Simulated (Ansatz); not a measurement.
# Compressing HfB: a fit and a missing row

HfB, Fm-3m, a = 4.834 Å. The structure is a COD entry; whether it is the stable form wasn't checked. Ansatz: PBE, PAW, 420 eV, Γ-centred 16×16×16 mesh on 2 atoms, Gaussian smearing 0.10 eV; no spin polarisation. Symmetry fixes shape and atoms, so the cell is only scaled; pressure is positive in compression.

```
V (Å³/atom) P (GPa)
     13.271        ?
     13.695     5.47
     14.118     0.00
     14.542    -4.73
     14.965    -8.83
```

Problem. Take V0 = 14.118 Å³/atom, fit the third-order Birch–Murnaghan form to the other rows, and predict the missing pressure.

Solution. With the Eulerian strain f = ½[(V0/V)^(2/3) − 1] and y = P/[3f(1 + 2f)^(5/2)], the form is the line y = B0 + 1.5 B0 (B0′ − 4) f. Rows (f, y): 0.01024, 169.3; -0.00977, 169.5; -0.01905, 170.3. Means f = -0.006193, y = 169.70; Σ(Δf)² = 0.0004481, ΣΔfΔy = -0.01357; the slope is their ratio. y = 169.5 − 30.29 f GPa, so B0 = 169.5 GPa and B0′ = 4 + 2 × (-30.29)/(3 × 169.5) = 3.88. At V = 13.271, f = 0.02105, y = 168.86 and P = 11.82 GPa. The run gave 11.81 GPa, so the fit is 0.01 GPa too high, within twice the rms miss on the fitted rows (0.007 GPa). The form still works here, 33 % of the fitted range beyond its end.

Spin–orbit coupling is left out, which can shift energies with elements as heavy as these.